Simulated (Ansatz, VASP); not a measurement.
# Cross-check of In2O3 between VASP and Ansatz

One calculation is typed for both programs; each brings its own data sets and cutoff. How far apart do they land?

Calculated with Ansatz 0.2.0; plane waves, with VASP 6.6.1 beside it; single point at PBEsol, relaxation of cell and atoms at LDA and single point at LDA.

## 1. Set-up

It takes space group R-3c (No. 167, trigonal). Conventional cell: a = 5.487 Å, b = 5.487 Å, c = 14.510 Å, α = 90.00°, β = 90.00°, γ = 120.00°. In has 6 O at 2.12 to 2.26 Å nearest. O has 4 In at 2.12 to 2.26 Å nearest. Farther neighbours and most contacts between anions are not listed.

As a file:

```cif
data_structure
_symmetry_space_group_name_H-M 'R-3c:H'
_symmetry_Int_Tables_number 167
_cell_length_a 5.4870
_cell_length_b 5.4870
_cell_length_c 14.5100
_cell_angle_alpha 90.000
_cell_angle_beta 90.000
_cell_angle_gamma 120.000
_cell_volume 378.33
loop_
_atom_site_label
_atom_site_type_symbol
_atom_site_symmetry_multiplicity
_atom_site_Wyckoff_symbol
_atom_site_fract_x
_atom_site_fract_y
_atom_site_fract_z
_atom_site_occupancy
In1 In 12 c 0.66667 0.33333 0.19064 1
O1 O 18 e 0.96467 0.63133 0.08333 1
```

## 2. Ansatz: single point, PBEsol

Ansatz runs on its default PAW (the set named soft_2) files.

A single point gives forces, pressure and levels at one fixed geometry, so differences don't come from the geometry; what else differs is listed under the comparison.

Contents of input.yaml:

```yaml
crystal:
  lattice:
    - [2.7435, 1.5839604635, 4.8366666667]
    - [-2.7435, 1.5839604635, 4.8366666667]
    - [0.0, -3.167920927, 4.8366666667]
  atoms:
    - { symbol: In, position: [0.85731, 0.85731, 0.85731] }
    - { symbol: In, position: [0.64269, 0.64269, 0.64269] }
    - { symbol: In, position: [0.14269, 0.14269, 0.14269] }
    - { symbol: In, position: [0.35731, 0.35731, 0.35731] }
    - { symbol: O, position: [0.048, 0.75, 0.452] }
    - { symbol: O, position: [0.75, 0.452, 0.048] }
    - { symbol: O, position: [0.452, 0.048, 0.75] }
    - { symbol: O, position: [0.952, 0.25, 0.548] }
    - { symbol: O, position: [0.25, 0.548, 0.952] }
    - { symbol: O, position: [0.548, 0.952, 0.25] }
hamiltonian:
  xc: pbesol
  pseudopotentials: { kind: paw }
kpoints:
  mp_grid: { grid: [6, 6, 6] }
scf:
  occupations: { method: gaussian, width: 0.05 }
  n_extra_bands: 6
output:
  forces: true
  stress: true
  eigenvalues: true
  write_density: true
  write_potential: true
  elf: true
  volumetric_format: npy
```

Command:

```
> ansatz run input.yaml --threads 4 --pin off --max-ram 9216MiB --backend cpu --events-out ev --progress --plain --runs-dir out
```

Numbers of over 12 decimals in the logs are rounded to 6 here.

The program printed:

```text
scf.n_extra_bands = 6 over 44 filled bands (N_el = 88.0): the run solves 50 bands
Engine: ansatz 0.2.0, aarch64-unknown-linux-gnu
Pseudopotentials: kind: paw
Pseudopotential: In, paw, valence charge 13, recommended cutoff 420 eV (normal), In.paw.azcp
Pseudopotential: O, paw, valence charge 6, recommended cutoff 420 eV (normal), O.paw.azcp
Functional definition: PBEsol
  exchange = pbesol_x
  correlation = pbesol_c
Crystal: 10 atoms, lattice volume = 126.109 Å³
Basis set: ecut = 420 eV, 2453 PW (Γ), exchange–correlation on 80×80×80 points (8 copies of the dense FFT grid, shifted against one another)
Bands: 50, of which v1, the nominal top of the filled ones, is band 44 counted from 1 (43 counted from 0)
Symmetry: 12 space group operations
Space group: R-3c (ITA 167), of the structure as read, at distance tolerance 5.0e-5 Å
k-points: 32 of 216
Non-local potential: In, projectors of the file, l = 0: 2, l = 1: 2, l = 2: 2, l = 3: 2
Non-local potential: O, projectors of the file, l = 0: 2, l = 1: 2, l = 2: 1
PAW form: soft (Blöchl's): semilocal exchange-correlation on the pseudo side does not see the compensation charge
PAW frozen core: In, regenerated for the run's functional, and the local potential with it (the file was generated under x = pbe(κ = 0.804, μ = 0.219515), c = pbe(β = 0.066725))
PAW frozen core: O, regenerated for the run's functional, and the local potential with it (the file was generated under x = pbe(κ = 0.804, μ = 0.219515), c = pbe(β = 0.066725))
PAW one-centre angular grid: In, 590 points (default); XC on 64 Gauss nodes
PAW one-centre angular grid: O, 110 points (default); XC on 64 Gauss nodes
Initial density: superposition of atomic densities (neutral atoms: chi_scale 0, normalization atom), corrected by the library's trained network
Initial wavefunctions: pseudopotential atomic-orbital guess
Functional: x = pbesol(κ = 0.804, μ = 0.123457), c = pbesol(β = 0.046)
SCF iter   1: F=—  HF=-25467.645451 eV  |F-HF|=—  |Δ(HF+E_count)|=         —  Δρ=1.66e-2  dr2=2.83e-1  ethr=1.77e-3  ⟨swp⟩=6.5  Hψ=5981  notcnv=0  defer=1
preconditioner: auto → Resta (q_TF=auto, 2.569 Å⁻¹)  ε∞=5.4  [insulator: Δε(μ)=1.051 eV  Ē_g=14.848 eV  σ=0.050 eV  W_gap=1.00  n_scr=32 (ndim 8)  ℏωp=31.0 eV  f_vac=0.019  D(μ)=0.00/eV (n_scr^D=0)  ε∞_Penn≈5.4]
SCF iter   2: F=—  HF=-25467.568456 eV  |F-HF|=—  |Δ(HF+E_count)|=   7.70e-2  Δρ=2.94e-3  dr2=5.36e-3  ethr=3.21e-4  ⟨swp⟩=2.1  Hψ=2542  notcnv=0  defer=55
SCF iter   3: F=—  HF=-25467.567208 eV  |F-HF|=—  |Δ(HF+E_count)|=   1.25e-3  Δρ=1.24e-3  dr2=1.34e-3  ethr=6.09e-6  ⟨swp⟩=2.3  Hψ=2723  notcnv=0  defer=55
SCF iter   4: F=—  HF=-25467.567151 eV  |F-HF|=—  |Δ(HF+E_count)|=   5.75e-5  Δρ=5.46e-4  dr2=2.98e-4  ethr=1.52e-6  ⟨swp⟩=1.0  Hψ=1545  notcnv=0  defer=55
SCF iter   5: F=—  HF=-25467.567132 eV  |F-HF|=—  |Δ(HF+E_count)|=   1.95e-5  Δρ=1.08e-4  dr2=1.78e-5  ethr=3.39e-7  ⟨swp⟩=2.0  Hψ=2099  notcnv=0  defer=55
SCF iter   6: F=—  HF=-25467.567129 eV  |F-HF|=—  |Δ(HF+E_count)|=   2.45e-6  Δρ=1.54e-5  dr2=3.90e-7  ethr=2.02e-8  ⟨swp⟩=3.0  Hψ=3361  notcnv=0  defer=55
SCF iter   7: F=-25467.567129 eV  HF=-25467.567129 eV  |F-HF|=1.08e-9  |Δ(HF+E_count)|=   9.92e-8  Δρ=2.69e-6  dr2=1.07e-8  ethr=1.14e-10  ⟨swp⟩=14.2  Hψ=11584  notcnv=0
SCF 1 converged in 7 iterations: F = -25467.567129 eV  dr2 = 1.07e-8
  greatest PAW one-centre occupation: 0.990 electrons in one spin orbital (limit 2), on the In atom at site 2 (counted from 0), in its partial waves of l = 2
SCF converged after 7 iterations
Free energy (F): -25467.567129 eV
Harris-Foulkes:  -25467.567129 eV  (|F-HF|=1.08e-9)
Internal energy: -25467.567129 eV  (E = F + TS)
E sigma→0 (E₀):  -25467.567129 eV
Fermi energy:    9.443735 eV
--- Per-component energies (eV) ---
  E_band       = 29.732091
  E_kinetic    = 2031.633373
  E_local      = -5854.517096  (includes V_loc(G=0)·N_el)
  E_nonlocal   = 1780.799499
  E_hartree    = 2243.620768
  E_xc         = -1285.082468
  E_vxc        = -954.399781  (∫ρ·V_xc dr)
  E_paw        = -17274.081654  (= ΣΔE_a)
  E_vpaw       = -1461.043210  (= ΣTr[D̂ρ^β])
  E_aug_tail   = 0.014480  (compensation charges beyond the density's cutoff)
  E_ewald      = -7111.109369
  E_core_change = 1.155337  (= ΣΔE_core)
  E_smearing   = -0.000000  (= −TS)
  E_closure    = 0.000000  (closes the sum)
  Σ components = -25467.567129   (vs F -25467.567129, Δ=0.00e0)
--- Forces (eV/Å), atoms counted from 1 ---
  atom   1  In    -0.00000000    -0.00000000    -0.05171361
  atom   2  In    -0.00000000     0.00000000     0.05171361
  atom   3  In     0.00000000     0.00000000     0.05171361
  atom   4  In     0.00000000    -0.00000000    -0.05171361
  atom   5  O     -0.07904212    -0.13690498     0.00000000
  atom   6  O     -0.07904212     0.13690498     0.00000000
  atom   7  O      0.15808425     0.00000000     0.00000000
  atom   8  O      0.07904212     0.13690498    -0.00000000
  atom   9  O      0.07904212    -0.13690498    -0.00000000
  atom  10  O     -0.15808425    -0.00000000    -0.00000000
  max |Σ_I F_I| component: 5.55e-17 eV/Å
--- Stress (GPa, compression-positive) ---
        2.360007       0.000000       0.000000
        0.000000       2.360007       0.000000
        0.000000      -0.000000       1.422066
  P = ⅓ Tr σ = 2.0474 GPa (20.474 kbar)
--- Band table (eV; the first three rows and the last of 32) ---
  k-point 0: bands = [... 40 lower, 8.5663, 8.5663, 8.7978, 8.7978, 10.0429, 14.3279, 15.0623, 16.1217, ... 2 higher]
  k-point 1: bands = [... 40 lower, 8.5693, 8.6341, 8.6391, 8.7848, 10.9384, 14.6509, 14.9153, 15.8354, ... 2 higher]
  k-point 2: bands = [... 40 lower, 8.2225, 8.2987, 8.7003, 8.8407, 12.3714, 14.6745, 14.8234, 15.1148, ... 2 higher]
  k-point 31: bands = [... 40 lower, 8.6476, 8.6476, 8.6476, 8.6476, 13.2015, 13.2015, 15.9925, 15.9925, ... 2 higher]
```

It took 9.2 s on 4 threads of Arm Neoverse N1, shared host; peak memory 0.55 GiB.

In the SCF lines HF is the Harris–Foulkes energy and dr2 the Hartree energy of the density residual, in eV; the loop may stop once dr2 is under the threshold and the program's other checks hold. Hψ counts applications of the Hamiltonian.

The run ends at a pressure of 2.05 GPa, with forces up to 0.16 eV/Å.

## 3. VASP: single point, PBEsol

The same cell, functional, mesh and smearing now go to VASP, with its own data sets and cutoff.

Lines of VASP's logs that name or quote its potential files are left out, and so is its time.

Contents of INCAR:

```
SYSTEM = In2O3
PREC = Accurate
ENCUT = 520
EDIFF = 1E-05
NELM = 100
ISMEAR = 0
SIGMA = 0.05
LREAL = .FALSE.
ALGO = Normal
GGA = PS
NBANDS = 54
LORBIT = 11
LWAVE = .FALSE.
LCHARG = .FALSE.
KPAR = 8
```

Contents of POSCAR:

```
In2O3
1.0
    2.7435000000      1.5839604635      4.8366666667
   -2.7435000000      1.5839604635      4.8366666667
    0.0000000000     -3.1679209270      4.8366666667
In O
4 6
Direct
    0.8573100000      0.8573100000      0.8573100000
    0.6426900000      0.6426900000      0.6426900000
    0.1426900000      0.1426900000      0.1426900000
    0.3573100000      0.3573100000      0.3573100000
    0.0480000000      0.7500000000      0.4520000000
    0.7500000000      0.4520000000      0.0480000000
    0.4520000000      0.0480000000      0.7500000000
    0.9520000000      0.2500000000      0.5480000000
    0.2500000000      0.5480000000      0.9520000000
    0.5480000000      0.9520000000      0.2500000000
```

Contents of KPOINTS:

```
Automatic mesh
0
Gamma
6 6 6
0 0 0
```

The projector-augmented-wave data sets are In_d and O (PBE family, release 64).

Command:

```
> mpirun -np 8 vasp_std
```

The program printed:

```text
[banner, memory and clock lines left out]
running    8 mpi-ranks, on    1 nodes
 distrk:  each k-point on    1 cores,    8 groups
 distr:  one band on    1 cores,    1 groups

 POSCAR found type information on POSCAR InO
 POSCAR found :  2 types and      10 ions
|                                                                             |
|           W    W    AA    RRRRR   N    N  II  N    N   GGGG   !!!           |
|           W    W   A  A   R    R  NN   N  II  NN   N  G    G  !!!           |
|           W    W  A    A  R    R  N N  N  II  N N  N  G       !!!           |
|           W WW W  AAAAAA  RRRRR   N  N N  II  N  N N  G  GGG   !            |
|           WW  WW  A    A  R   R   N   NN  II  N   NN  G    G                |
|           W    W  A    A  R    R  N    N  II  N    N   GGGG   !!!           |
|                                                                             |
|     For optimal performance we recommend to set                             |
|       NCORE = 2 up to number-of-cores-per-socket                            |
|     NCORE specifies how many cores store one orbital (NPAR=cpu/NCORE).      |
|     This setting can greatly improve the performance of VASP for DFT.       |
|     The default, NCORE=1 might be grossly inefficient on modern             |
|     multi-core architectures or massively parallel machines. Do your        |
|     Unfortunately you need to use the default for GW and RPA                |
|     calculations (for HF NCORE is supported but not extensively tested      |
|     yet).                                                                   |
|                                                                             |

|                                                                             |
|               ----> ADVICE to this user running VASP <----                  |
|                                                                             |
|     You enforced a specific xc type in the INCAR file but a different       |
|     [... a line on the potential file left out ...]
|     I HOPE YOU KNOW WHAT YOU ARE DOING!                                     |
|                                                                             |

 LDA part: xc-table for (Slater+PW92), standard interpolation
 POSCAR, INCAR and KPOINTS ok, starting setup
 FFT: planning ... GRIDC
 FFT: planning ... GRID_SOFT
 FFT: planning ... GRID
 WAVECAR not read
 entering main loop
       N       E                     dE             d eps       ncg     rms          rms(c)
DAV:   1     0.125670256669E+04    0.12567E+04   -0.41366E+04  3576   0.236E+03
DAV:   2     0.189746399254E+03   -0.10670E+04   -0.10203E+04  3628   0.649E+02
DAV:   3    -0.479687069047E+02   -0.23772E+03   -0.23130E+03  3854   0.273E+02
DAV:   4    -0.677900320522E+02   -0.19821E+02   -0.19653E+02  4704   0.848E+01
DAV:   5    -0.681850448255E+02   -0.39501E+00   -0.39432E+00  4448   0.127E+01    0.219E+01
DAV:   6    -0.593831273085E+02    0.88019E+01   -0.33936E+01  5194   0.610E+01    0.172E+01
DAV:   7    -0.594602931246E+02   -0.77166E-01   -0.32147E+00  3976   0.104E+01    0.438E+00
DAV:   8    -0.593921290540E+02    0.68164E-01   -0.26510E-01  5322   0.322E+00    0.236E+00
DAV:   9    -0.593664000393E+02    0.25729E-01   -0.55872E-02  5312   0.299E+00    0.428E-01
DAV:  10    -0.593642593225E+02    0.21407E-02   -0.16324E-02  4972   0.128E+00    0.824E-02
DAV:  11    -0.593646532046E+02   -0.39388E-03   -0.18348E-03  4712   0.276E-01    0.966E-02
DAV:  12    -0.593646430510E+02    0.10154E-04   -0.32757E-04  4688   0.150E-01    0.287E-02
DAV:  13    -0.593646426790E+02    0.37204E-06   -0.13796E-05  2490   0.407E-02
   1 F= -.59364643E+02 E0= -.59364643E+02  d E =-.194167E-12
```

Parts of OUTCAR (step 3):

```text
ion  position               nearest neighbor table
   1  0.857  0.857  0.857-   8 2.12  10 2.12   9 2.12   6 2.26   5 2.26   7 2.26   2 3.11   3 3.24
                             3 3.24   3 3.24   2 3.61   2 3.61   2 3.61   4 3.99   4 3.99   4 3.99
   2  0.643  0.643  0.643-   9 2.12  10 2.12   8 2.12   6 2.26   5 2.26   7 2.26   1 3.11   4 3.24
                             4 3.24   4 3.24   1 3.61   1 3.61   1 3.61   3 3.99   3 3.99   3 3.99
   3  0.143  0.143  0.143-   5 2.12   7 2.12   6 2.12   8 2.26   9 2.26  10 2.26   4 3.11   1 3.24
                             1 3.24   1 3.24   4 3.61   4 3.61   4 3.61   2 3.99   2 3.99   2 3.99
   4  0.357  0.357  0.357-   6 2.12   7 2.12   5 2.12   8 2.26   9 2.26  10 2.26   3 3.11   2 3.24
                             2 3.24   2 3.24   3 3.61   3 3.61   3 3.61   1 3.99   1 3.99   1 3.99
   5  0.048  0.750  0.452-   3 2.12   4 2.12   1 2.26   2 2.26
   6  0.750  0.452  0.048-   4 2.12   3 2.12   1 2.26   2 2.26
   7  0.452  0.048  0.750-   3 2.12   4 2.12   1 2.26   2 2.26
   8  0.952  0.250  0.548-   1 2.12   2 2.12   3 2.26   4 2.26
   9  0.250  0.548  0.952-   2 2.12   1 2.12   3 2.26   4 2.26
  10  0.548  0.952  0.250-   1 2.12   2 2.12   3 2.26   4 2.26

  LATTYP: Found a trigonal (rhomboedric) cell.
 ALAT       =     5.7817875648
 COS(alpha) =     0.5496857780

 Subroutine GETGRP returns: Found 12 space group operations
 (whereof  6 operations were pure point group operations)

The static configuration has the point symmetry S_6 .
 The point group associated with its full space group is D_3d.

 Found     32 irreducible k-points:

   k-points           NKPTS =     32   k-points in BZ     NKDIM =     32   number of bands    NBANDS=     54

   dimension x,y,z NGX =    48 NGY =   48 NGZ =   48
   dimension x,y,z NGXF=    96 NGYF=   96 NGZF=   96

   ENCUT  =  520.0 eV  38.22 Ry    6.18 a.u.  10.75 10.75 10.75*2*pi/ulx,y,z

   NELECT =      88.0000    total number of electrons

 k-points in reciprocal lattice and weights: Automatic mesh
   0.00000000  0.00000000  0.00000000       0.005
   0.16666667 -0.00000000  0.00000000       0.028
   0.33333333 -0.00000000  0.00000000       0.028
   0.50000000 -0.00000000  0.00000000       0.014
   0.16666667  0.16666667  0.00000000       0.028
   0.33333333  0.16666667 -0.00000000       0.056
   0.50000000  0.16666667  0.00000000       0.056
  -0.33333333  0.16666667 -0.00000000       0.056
  -0.16666667  0.16666667  0.00000000       0.028
[...]
-0.33333333  0.50000000  0.33333333       0.028
   0.50000000  0.50000000  0.50000000       0.005

 average (electrostatic) potential at core
       1 -92.8447       2 -92.8447       3 -92.8447       4 -92.8447       5 -67.7754
       6 -67.7754       7 -67.7754       8 -67.7754       9 -67.7754      10 -67.7754

 E-fermi :   5.7135

 k-point     1 :       0.0000    0.0000    0.0000
  band No.  band energies     occupation
    ...
     40       5.0978      2.00000
     41       5.2007      2.00000
     42       5.2007      2.00000
     43       5.4316      2.00000
     44       5.4316      2.00000
     45       6.6709      0.00000
     46      10.9470      0.00000
     47      11.6882      0.00000
     48      12.7451      0.00000
     49      14.5629      0.00000
    ...

 k-point     2 :       0.1667   -0.0000    0.0000
  band No.  band energies     occupation
    ...
     40       4.9754      2.00000
     41       5.2025      2.00000
     42       5.2690      2.00000
     43       5.2723      2.00000
     44       5.4208      2.00000
     45       7.5678      0.00000
     46      11.2715      0.00000
     47      11.5408      0.00000
     48      12.4593      0.00000
     49      13.5379      0.00000
    ...

 k-point     3 :       0.3333   -0.0000    0.0000
  band No.  band energies     occupation
    ...
     40       4.8264      2.00000
     41       4.8557      2.00000
     42       4.9331      2.00000
     43       5.3354      2.00000
     44       5.4767      2.00000
     45       9.0014      0.00000
     46      11.2990      0.00000
     47      11.4493      0.00000
     48      11.7392      0.00000
     49      13.1878      0.00000
    ...

  Total        2.2888546      2.2888546      1.4028163      0.0000000      0.0000000     -0.0000000
  in kB       29.0791753     29.0791753     17.8223375      0.0000000      0.0000000     -0.0000000
  external PRESSURE =      25.3268960 kB  Pullay stress =       0.0000000 kB

  energy-cutoff  :      520.00
  volume of cell :      126.11
      direct lattice vectors                 reciprocal lattice vectors
     2.743500000  1.583960463  4.836666667     0.182248952  0.105221482  0.068917988
    -2.743500000  1.583960463  4.836666667    -0.182248952  0.105221482  0.068917988
     0.000000000 -3.167920927  4.836666667     0.000000000 -0.210442963  0.068917988

 POSITION                                       TOTAL-FORCE (eV/Angst)
 -----------------------------------------------------------------------------------
      0.00000      0.00000     12.43957         0.000000     -0.000000     -0.062495
      0.00000      0.00000      9.32543         0.000000     -0.000000      0.062495
      0.00000      0.00000      2.07043         0.000000      0.000000      0.062495
      0.00000      0.00000      5.18457         0.000000     -0.000000     -0.062495
     -1.92594     -0.16790      6.04583        -0.085358     -0.147844      0.000000
      0.81756      1.75186      6.04583        -0.085358      0.147844      0.000000
      1.10837     -1.58396      6.04583         0.170716      0.000000      0.000000
      1.92594      0.16790      8.46417         0.085358      0.147844      0.000000
     -0.81756     -1.75186      8.46417         0.085358     -0.147844      0.000000
     -1.10837      1.58396      8.46417        -0.170716     -0.000000      0.000000
 -----------------------------------------------------------------------------------
    total drift:                                0.000000     -0.000000      0.000000

  FREE ENERGIE OF THE ION-ELECTRON SYSTEM (eV)
  ---------------------------------------------------
  free  energy   TOTEN  =       -59.3646426790 eV

  energy  without entropy=      -59.3646426790  energy(sigma->0) =      -59.36464268

 total charge
# of ion       s       p       d       tot
------------------------------------------
    1        0.650   0.670  10.072  11.392
    2        0.650   0.670  10.072  11.392
    3        0.650   0.670  10.072  11.392
    4        0.650   0.670  10.072  11.392
    5        1.559   3.431   0.000   4.990
    6        1.559   3.431   0.000   4.990
    7        1.559   3.431   0.000   4.990
    8        1.559   3.431   0.000   4.990
    9        1.559   3.431   0.000   4.990
   10        1.559   3.431   0.000   4.990
--------------------------------------------------
tot         11.954  23.267  40.288  75.509

[... 3 further parts left out ...]
```

The run ends at a pressure of 2.53 GPa, with forces up to 0.17 eV/Å.

## 4. Differences

Known differences besides the potentials themselves: the cutoff is 420 eV in Ansatz and 520 eV in VASP; Ansatz makes its cores anew for this functional, VASP keeps those of its PBE data sets; VASP leaves aspherical gradient terms in its spheres out (LASPH is not set), Ansatz keeps them. Total energies have different zeros and are not compared.

Compared:

| quantity | Ansatz | VASP | difference |
| --- | --- | --- | --- |
| pressure (GPa) | 2.05 | 2.53 | -0.49 |
| pressure without Ansatz's Pulay correction (GPa) | 1.31 | 2.53 | -1.22 |
| gap on the k mesh (eV) | 1.202 | 1.194 | +0.008 |

Forces (eV/Å; atoms numbered as in POSCAR):

| atom | Ansatz x, y, z | VASP x, y, z |
| --- | --- | --- |
| In1 | 0.000, 0.000, -0.052 | 0.000, 0.000, -0.062 |
| In2 | 0.000, 0.000, 0.052 | 0.000, 0.000, 0.062 |
| In3 | 0.000, 0.000, 0.052 | 0.000, 0.000, 0.062 |
| In4 | 0.000, 0.000, -0.052 | 0.000, 0.000, -0.062 |
| O5 | -0.079, -0.137, 0.000 | -0.085, -0.148, 0.000 |
| O6 | -0.079, 0.137, 0.000 | -0.085, 0.148, 0.000 |
| O7 | 0.158, 0.000, 0.000 | 0.171, 0.000, 0.000 |
| O8 | 0.079, 0.137, 0.000 | 0.085, 0.148, 0.000 |
| O9 | 0.079, -0.137, 0.000 | 0.085, -0.148, 0.000 |
| O10 | -0.158, 0.000, 0.000 | -0.171, 0.000, 0.000 |

The forces differ by 6.9 meV/Å r.m.s., which is 8.6 % of the r.m.s. force of 0.08 eV/Å (both taken over all components). A gap on the mesh is an upper bound, since the band edges may lie between its points. Ansatz's pressure holds a Pulay correction of 0.73 GPa; VASP's holds none.

[end of part 1 of 2]

[Lines on the potential files, build, host, timing and source positions are cut from VASP's logs without a mark.]

[Logs are printed without paths, hosts, clocks, repeated set-up lines and the standing remarks that a program may print on its own settings, such as how far it seeks lower states.]

[Hosts, paths, dates, database ids (printed as entryN), source tags and the programs' standing remarks are cut or masked in the printed files.]
